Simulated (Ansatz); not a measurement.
# CuO (P1) in Ansatz: further runs

The runs below take CuO through band structure, density of states, elastic constants, with LDA, PBE.

Program: Ansatz 0.2.0. These are calculated values, not measurements. Logs are shortened: lines on timing, memory, paths and dates and some standing lists are left out, and cuts for length are marked.

## Step 1: Starting point

The typed cell holds 2 atoms: a = 2.993 Å, b = 2.993 Å, c = 2.993 Å, α = 60.00°, β = 60.00°, γ = 60.00°.

The cell comes from a database or a generator and needn't be the stable form of this composition.

## Step 2: Band structure, LDA

input.yaml reads:

```yaml
crystal:
  lattice:
    - [0.0, 2.11656, 2.11656]
    - [2.11656, 0.0, 2.11656]
    - [2.11656, 2.11656, 0.0]
  atoms:
    - { symbol: Cu, position: [0.02949772, 0.02810087, 0.90802599] }
    - { symbol: O, position: [0.47050228, 0.47189913, 0.59197401] }
hamiltonian:
  xc: lda
  pseudopotentials: { kind: paw }
kpoints:
  mp_grid: { grid: [11, 11, 11] }
  band_path:
    path:
      - [[0.0, 0.0, 0.0], [0.5, 0.0, 0.5], [0.5, 0.25, 0.75], [0.375, 0.375, 0.75], [0.0, 0.0, 0.0], [0.5, 0.5, 0.5], [0.625, 0.25, 0.625], [0.5, 0.25, 0.75], [0.5, 0.5, 0.5], [0.375, 0.375, 0.75]]
      - [[0.625, 0.25, 0.625], [0.5, 0.0, 0.5]]
    npoints: 14
scf:
  occupations: { method: fermi_dirac, width: 0.05 }
  n_extra_bands: 6
output:
  forces: true
  stress: true
  eigenvalues: true
  fatbands: true
```

Potentials or basis: Ansatz PAW.

Command:

```console
$ ansatz run input.yaml --threads 2 --pin off --max-ram 5632MiB --backend cpu --events-out ev --progress --plain --runs-dir out
```

Log:

```text
Warning: RAYON_NUM_THREADS=2 ignored (pool sized by the plan → 2); use --threads N
scf.n_extra_bands = 6 over 13 filled bands (N_el = 25.0): the run solves 19 bands
Engine: ansatz 0.2.0, aarch64-unknown-linux-gnu
Pseudopotentials: kind: paw
Pseudopotential: Cu, paw, valence charge 19, recommended cutoff 420 eV (normal), Cu.paw.azcp
Pseudopotential: O, paw, valence charge 6, recommended cutoff 420 eV (normal), O.paw.azcp
Functional definition: SPW92
  exchange = slater_x
  correlation = pw_c
Crystal: 2 atoms, lattice volume = 18.964 Å³
Basis set: ecut = 420 eV, 339 PW (Γ)
Bands: 19, of which v1, the nominal top of the filled ones, is band 13 counted from 1 (12 counted from 0)
Symmetry: 1 space group operations
Space group: P1 (ITA 1), of the structure as read, at distance tolerance 2.7e-5 Å
k-points: 666 of 1331 (time reversal used)
Non-local potential: Cu, projectors of the file, l = 0: 3, l = 1: 2, l = 2: 3, l = 3: 1
Non-local potential: O, projectors of the file, l = 0: 2, l = 1: 2, l = 2: 1
PAW form: soft (Blöchl's): semilocal exchange-correlation on the pseudo side does not see the compensation charge
PAW frozen core: Cu, regenerated for the run's functional, and the local potential with it (the file was generated under x = pbe(κ = 0.804, μ = 0.2195149727645171), c = pbe(β = 0.06672455060314922))
PAW frozen core: O, regenerated for the run's functional, and the local potential with it (the file was generated under x = pbe(κ = 0.804, μ = 0.2195149727645171), c = pbe(β = 0.06672455060314922))
PAW one-centre angular grid: Cu, 590 points (default); XC on 64 Gauss nodes
PAW one-centre angular grid: O, 110 points (default); XC on 64 Gauss nodes
Initial density: superposition of atomic densities (neutral atoms: chi_scale 0, normalization atom), corrected by the library's trained network
Initial wavefunctions: pseudopotential atomic-orbital guess
Functional: x = slater, c = lda
SCF iter   1: F=—  HF=-7109.019905 eV  |F-HF|=—  |Δ(HF+E_count)|=         —  Δρ=2.43e-2  dr2=5.95e-2  ethr=1.77e-3  ⟨swp⟩=5.9  Hψ=55615  notcnv=0  defer=39
preconditioner: auto → none  [metal: Δε(μ)=0.000 eV  Ē_g=18.388 eV  σ=0.050 eV  W_gap=0.00  n_scr=8 (ndim 8)  ℏωp=35.2 eV  f_vac=0.000  D(μ)=2.42/eV (n_scr^D=26)  sad-step TF]
SCF iter   2: F=—  HF=-7109.004707 eV  |F-HF|=—  |Δ(HF+E_count)|=   1.52e-2  Δρ=9.96e-3  dr2=1.50e-2  ethr=2.38e-4  ⟨swp⟩=2.3  Hψ=24334  notcnv=0  defer=1008
SCF iter   3: F=—  HF=-7109.000711 eV  |F-HF|=—  |Δ(HF+E_count)|=   4.00e-3  Δρ=2.79e-3  dr2=1.29e-3  ethr=5.98e-5  ⟨swp⟩=2.1  Hψ=14233  notcnv=0  defer=1008
SCF iter   4: F=—  HF=-7109.000342 eV  |F-HF|=—  |Δ(HF+E_count)|=   3.69e-4  Δρ=3.91e-4  dr2=1.93e-5  ethr=5.17e-6  ⟨swp⟩=1.5  Hψ=13319  notcnv=0  defer=1008
SCF iter   5: F=—  HF=-7109.000338 eV  |F-HF|=—  |Δ(HF+E_count)|=   4.26e-6  Δρ=3.77e-5  dr2=1.13e-7  ethr=7.72e-8  ⟨swp⟩=1.0  Hψ=11900  notcnv=0  defer=1008
SCF iter   6: F=-7109.000338 eV  HF=-7109.000338 eV  |F-HF|=9.81e-9  |Δ(HF+E_count)|=   1.83e-8  Δρ=1.09e-5  dr2=6.01e-9  ethr=4.00e-10  ⟨swp⟩=7.2  Hψ=55180  notcnv=0
SCF 1 converged in 6 iterations: F = -7109.000338 eV  dr2 = 6.01e-9
NSCF: frozen V_eff on 142 k-points
SCF converged after 6 iterations
Free energy (F): -7109.000338 eV
Harris-Foulkes:  -7109.000338 eV  (|F-HF|=9.81e-9)
Internal energy: -7108.979470 eV  (E = F + TS)
E sigma→0 (E₀):  -7108.989904 eV
Entropy (-TS):   -0.020868 eV (-10.434 meV/atom)
Fermi energy:    12.697202 eV
--- Per-component energies (eV) ---
  E_band       = -403.964618
  E_kinetic    = 471.393827
  E_local      = -4657.856159  (includes V_loc(G=0)·N_el)
  E_nonlocal   = 447.272605
  E_hartree    = 2015.011853
  E_xc         = -160.313947
  E_vxc        = -207.102433  (∫ρ·V_xc dr)
  E_paw        = -1739.927101  (= ΣΔE_a)
  E_vpaw       = -487.697692  (= ΣTr[D̂ρ^β])
  E_aug_tail   = 0.002498  (compensation charges beyond the density's cutoff)
  E_ewald      = -3485.109627
  E_core_change = 0.546582  (= ΣΔE_core)
  E_smearing   = -0.020868  (= −TS)
  E_closure    = 0.000000  (closes the sum)
  Σ components = -7109.000338   (vs F -7109.000338, Δ=0.00e0)
--- Forces (eV/Å), atoms counted from 1 ---
  atom   1  Cu     0.41365338     0.36549258    -0.22313338
  atom   2  O     -0.41366307    -0.36550148     0.22313945
  max |Σ_I F_I| component: 9.69e-6 eV/Å
--- Stress (GPa, compression-positive) ---
        2.822888      -2.874943       2.261800
       -2.874944       2.041300       2.095271
        2.261803       2.095273      -0.432209
  P = ⅓ Tr σ = 1.4773 GPa (14.773 kbar)
--- Band table (eV; the first three rows and the last of 666) ---
  k-point 0: bands = ["-98.7263", "-56.6072", "-56.5857", "-56.4459", "-6.7756", "8.0857", "8.1425", "8.8090", "10.1785", "10.2119", "12.1924", "12.4573", "12.4883", "14.1434", "29.4501", "30.6352", "30.7635", "31.3951", "34.2677"]
  k-point 1: bands = ["-98.7263", "-56.6075", "-56.5859", "-56.4472", "-6.6898", "7.9821", "8.0389", "8.5321", "10.2200", "10.2492", "11.7997", "12.5775", "12.6079", "14.8453", "27.8661", "30.3368", "30.4533", "32.2944", "33.7371"]
  k-point 2: bands = ["-98.7260", "-56.6080", "-56.5864", "-56.4506", "-6.4508", "7.7183", "7.7408", "7.8188", "10.3364", "10.3581", "11.4005", "12.8811", "12.9074", "16.1013", "25.6600", "29.3192", "29.4006", "32.6740", "33.7388"]
  k-point 665: bands = ["-98.7250", "-56.6201", "-56.5923", "-56.4499", "-5.4937", "5.1780", "7.4701", "8.4034", "10.4968", "10.5892", "11.1395", "12.3261", "12.8915", "19.5288", "21.5943", "25.9949", "28.3100", "33.2890", "36.1687"]
```

Wall time 13 s (2 threads of Arm Neoverse V2, shared host); peak memory 0.52 GiB.

What came out:

* Free energy: -7109.0003 eV
* Pressure: 1.5 GPa
* Largest force: 0.595 eV/Å
* Band gap on the k mesh: none (metal or under the smearing width)

Forces in eV/Å, atoms in the order of the input:
```
Cu   0.414  0.365 -0.223
O   -0.414 -0.366  0.223
```

Stress tensor (GPa, compression positive):
```
 2.82 -2.87  2.26
-2.87  2.04  2.10
 2.26  2.10 -0.43
```

Levels at the corners of the path, in eV from the Fermi level:
```
point  band 9  band 10  band 11  band 12  band 13  band 14  band 15  band 16  band 17  band 18
    Γ   -2.52    -2.49    -0.50    -0.24    -0.21     1.45    16.75    17.94    18.07    18.70
    X   -1.96    -1.81    -1.74    -1.32    -1.27     5.11    10.95    11.14    16.23    17.77
    W   -2.12    -1.75    -1.74    -1.59    -0.39     7.15    10.69    10.77    13.89    21.80
    K   -2.06    -1.91    -1.61    -1.04    -0.33     6.77    10.03    10.75    15.50    18.92
    Γ   -2.52    -2.49    -0.50    -0.24    -0.21     1.45    16.75    17.94    18.07    18.70
    L   -2.12    -2.09    -1.54    -0.32     0.48     6.40     9.04    14.50    14.92    19.65
    U   -2.75    -1.94    -1.64    -1.44    -0.21     6.60    10.36    10.83    16.22    18.37
    W   -2.12    -1.75    -1.74    -1.59    -0.39     7.15    10.69    10.77    13.89    21.80
    L   -2.12    -2.09    -1.54    -0.32     0.48     6.40     9.04    14.50    14.92    19.65
    K   -2.06    -1.91    -1.61    -1.04    -0.33     6.77    10.03    10.75    15.50    18.92
    U   -2.75    -1.94    -1.64    -1.44    -0.21     6.60    10.36    10.83    16.22    18.37
    X   -1.96    -1.81    -1.74    -1.32    -1.27     5.11    10.95    11.14    16.23    17.77
```

Caveat: the pressure holds a Pulay correction of +1.0 GPa for the finite cutoff; an odd number of electrons without spin polarisation forces a metal; a magnetic or distorted state may lie lower; the run has no spin polarisation, though such a crystal can be magnetic; semilocal functionals often make such compounds metallic where correlation or magnetic order opens a gap, which also shifts bond lengths; the PAW data sets come from PBE, with cores solved anew for the run's functional, which leaves a small shift of forces and pressure.

## Step 3: Density of states, LDA

input.yaml reads:

```yaml
crystal:
  lattice:
    - [0.0, 2.11656, 2.11656]
    - [2.11656, 0.0, 2.11656]
    - [2.11656, 2.11656, 0.0]
  atoms:
    - { symbol: Cu, position: [0.02949772, 0.02810087, 0.90802599] }
    - { symbol: O, position: [0.47050228, 0.47189913, 0.59197401] }
hamiltonian:
  xc: lda
  pseudopotentials: { kind: paw }
kpoints:
  mp_grid: { grid: [11, 11, 11] }
scf:
  occupations: { method: fermi_dirac, width: 0.05 }
  n_extra_bands: 6
output:
  forces: true
  stress: true
  eigenvalues: true
  dos: { projected: false, de: 0.05, nscf_kmesh: { grid: [17, 17, 17] } }
  write_density: true
  write_potential: true
  elf: true
  volumetric_format: npy
```

Potentials or basis: Ansatz PAW.

Command:

```console
$ ansatz run input.yaml --threads 2 --pin off --max-ram 5632MiB --backend cpu --events-out ev --progress --plain --runs-dir out
```

Log:

```text
Warning: RAYON_NUM_THREADS=2 ignored (pool sized by the plan → 2); use --threads N
scf.n_extra_bands = 6 over 13 filled bands (N_el = 25.0): the run solves 19 bands
[... 7 set-up lines as earlier in the session ...]
Crystal: 2 atoms, lattice volume = 18.964 Å³
Basis set: ecut = 420 eV, 339 PW (Γ)
Bands: 19, of which v1, the nominal top of the filled ones, is band 13 counted from 1 (12 counted from 0)
[... 2 set-up lines as earlier in the session ...]
k-points: 666 of 1331 (time reversal used)
[... 10 set-up lines as earlier in the session ...]
SCF iter   1: F=—  HF=-7109.019905 eV  |F-HF|=—  |Δ(HF+E_count)|=         —  Δρ=2.43e-2  dr2=5.95e-2  ethr=1.77e-3  ⟨swp⟩=5.9  Hψ=55615  notcnv=0  defer=39
preconditioner: auto → none  [metal: Δε(μ)=0.000 eV  Ē_g=18.388 eV  σ=0.050 eV  W_gap=0.00  n_scr=8 (ndim 8)  ℏωp=35.2 eV  f_vac=0.000  D(μ)=2.42/eV (n_scr^D=26)  sad-step TF]
SCF iter   2: F=—  HF=-7109.004707 eV  |F-HF|=—  |Δ(HF+E_count)|=   1.52e-2  Δρ=9.96e-3  dr2=1.50e-2  ethr=2.38e-4  ⟨swp⟩=2.3  Hψ=24334  notcnv=0  defer=1008
SCF iter   3: F=—  HF=-7109.000711 eV  |F-HF|=—  |Δ(HF+E_count)|=   4.00e-3  Δρ=2.79e-3  dr2=1.29e-3  ethr=5.98e-5  ⟨swp⟩=2.1  Hψ=14233  notcnv=0  defer=1008
SCF iter   4: F=—  HF=-7109.000342 eV  |F-HF|=—  |Δ(HF+E_count)|=   3.69e-4  Δρ=3.91e-4  dr2=1.93e-5  ethr=5.17e-6  ⟨swp⟩=1.5  Hψ=13319  notcnv=0  defer=1008
SCF iter   5: F=—  HF=-7109.000338 eV  |F-HF|=—  |Δ(HF+E_count)|=   4.26e-6  Δρ=3.77e-5  dr2=1.13e-7  ethr=7.72e-8  ⟨swp⟩=1.0  Hψ=11900  notcnv=0  defer=1008
SCF iter   6: F=-7109.000338 eV  HF=-7109.000338 eV  |F-HF|=9.81e-9  |Δ(HF+E_count)|=   1.83e-8  Δρ=1.09e-5  dr2=6.01e-9  ethr=4.00e-10  ⟨swp⟩=10.2  Hψ=79088  notcnv=0
SCF 1 converged in 6 iterations: F = -7109.000338 eV  dr2 = 6.01e-9
NSCF: frozen V_eff on 2457 k-points
SCF converged after 6 iterations
Free energy (F): -7109.000338 eV
Harris-Foulkes:  -7109.000338 eV  (|F-HF|=9.81e-9)
Internal energy: -7108.979470 eV  (E = F + TS)
E sigma→0 (E₀):  -7108.989904 eV
Entropy (-TS):   -0.020868 eV (-10.434 meV/atom)
Fermi energy:    12.697202 eV
--- Per-component energies (eV) ---
  E_band       = -403.964618
  E_kinetic    = 471.393827
  E_local      = -4657.856158  (includes V_loc(G=0)·N_el)
  E_nonlocal   = 447.272604
  E_hartree    = 2015.011852
  E_xc         = -160.313947
  E_vxc        = -207.102433  (∫ρ·V_xc dr)
  E_paw        = -1739.927100  (= ΣΔE_a)
  E_vpaw       = -487.697691  (= ΣTr[D̂ρ^β])
  E_aug_tail   = 0.002498  (compensation charges beyond the density's cutoff)
  E_ewald      = -3485.109627
  E_core_change = 0.546582  (= ΣΔE_core)
  E_smearing   = -0.020868  (= −TS)
  E_closure    = -0.000000  (closes the sum)
  Σ components = -7109.000338   (vs F -7109.000338, Δ=0.00e0)
--- Forces (eV/Å), atoms counted from 1 ---
  atom   1  Cu     0.41365388     0.36549311    -0.22313401
  atom   2  O     -0.41366282    -0.36550122     0.22313915
  max |Σ_I F_I| component: 8.93e-6 eV/Å
--- Stress (GPa, compression-positive) ---
        2.822892      -2.874947       2.261804
       -2.874947       2.041301       2.095275
        2.261806       2.095276      -0.432213
  P = ⅓ Tr σ = 1.4773 GPa (14.773 kbar)
--- Band table (eV; the first three rows and the last of 666) ---
  k-point 0: bands = ["-98.7263", "-56.6072", "-56.5857", "-56.4459", "-6.7756", "8.0857", "8.1425", "8.8090", "10.1785", "10.2119", "12.1924", "12.4573", "12.4883", "14.1434", "29.4501", "30.6352", "30.7635", "31.3951", "34.2677"]
  k-point 1: bands = ["-98.7263", "-56.6075", "-56.5859", "-56.4472", "-6.6898", "7.9821", "8.0389", "8.5321", "10.2200", "10.2492", "11.7997", "12.5775", "12.6079", "14.8453", "27.8661", "30.3368", "30.4533", "32.2944", "33.7371"]
  k-point 2: bands = ["-98.7260", "-56.6080", "-56.5864", "-56.4506", "-6.4508", "7.7183", "7.7408", "7.8188", "10.3364", "10.3581", "11.4005", "12.8811", "12.9074", "16.1013", "25.6600", "29.3192", "29.4006", "32.6740", "33.7388"]
  k-point 665: bands = ["-98.7250", "-56.6201", "-56.5923", "-56.4499", "-5.4937", "5.1780", "7.4701", "8.4034", "10.4968", "10.5892", "11.1395", "12.3261", "12.8915", "19.5288", "21.5943", "25.9949", "28.3100", "33.2890", "36.1687"]
```

rho_z.tsv:

```text
# z_ang	rho[e/angstrom^3]
# format = ansatz-planar-average/11
# lattice	0.000000000	2.116560000	2.116560000
# lattice	2.116560000	0.000000000	2.116560000
# lattice	2.116560000	2.116560000	0.000000000
# sites	2
# site	29	1.981368667	1.984325184	0.121910872
# site	8	2.251751333	2.248794816	1.994649128
0.000000	2.328265e0
0.124719	1.559223e0
0.249439	9.724684e-1
0.374158	6.011726e-1
0.498878	3.930632e-1
0.623597	2.891833e-1
[... 16 lines left out ...]
2.743829	3.503624e0
2.868548	3.081179e0
```

Wall time 28 s (2 threads of Arm Neoverse V2, shared host); peak memory 0.77 GiB.

What came out:

```yaml
Free_energy: -7109.0003 eV
Pressure: 1.5 GPa
Largest_force: 0.595 eV/Å
Band_gap_on_the_k_mesh: none (metal or under the smearing width)
Density_of_states_at_the_Fermi_level: 2.52 states/eV per cell
```

Forces on the atoms (eV/Å):
```
Cu   0.414  0.365 -0.223
O   -0.414 -0.366  0.223
```

Stress tensor (GPa, compression positive):
```
 2.82 -2.87  2.26
-2.87  2.04  2.10
 2.26  2.10 -0.43
```

States per cell in windows of 0.5 eV (zero at the Fermi level; states under -8 eV left out):
```csv
from (eV),total
-8.0,0.03
-7.5,0.27
-7.0,0.83
-6.5,0.71
-6.0,0.73
-5.5,1.53
-5.0,1.00
-4.5,0.73
-4.0,0.15
-3.5,0.00
-3.0,0.71
-2.5,2.80
-2.0,2.06
-1.5,1.15
-1.0,0.88
-0.5,1.58
0.0,0.64
0.5,0.19
1.0,0.00
1.5,0.01
2.0,0.01
2.5,0.02
3.0,0.04
3.5,0.05
4.0,0.07
4.5,0.09
5.0,0.17
5.5,0.30
6.0,0.34
6.5,0.36
7.0,0.41
7.5,0.12
```

Caveat: the pressure holds a Pulay correction of +1.0 GPa for the finite cutoff; an odd number of electrons without spin polarisation forces a metal; a magnetic or distorted state may lie lower; the run has no spin polarisation, though such a crystal can be magnetic; semilocal functionals often make such compounds metallic where correlation or magnetic order opens a gap, which also shifts bond lengths; the PAW data sets come from PBE, with cores solved anew for the run's functional, which leaves a small shift of forces and pressure.

(Continued in part 2 of 2.)
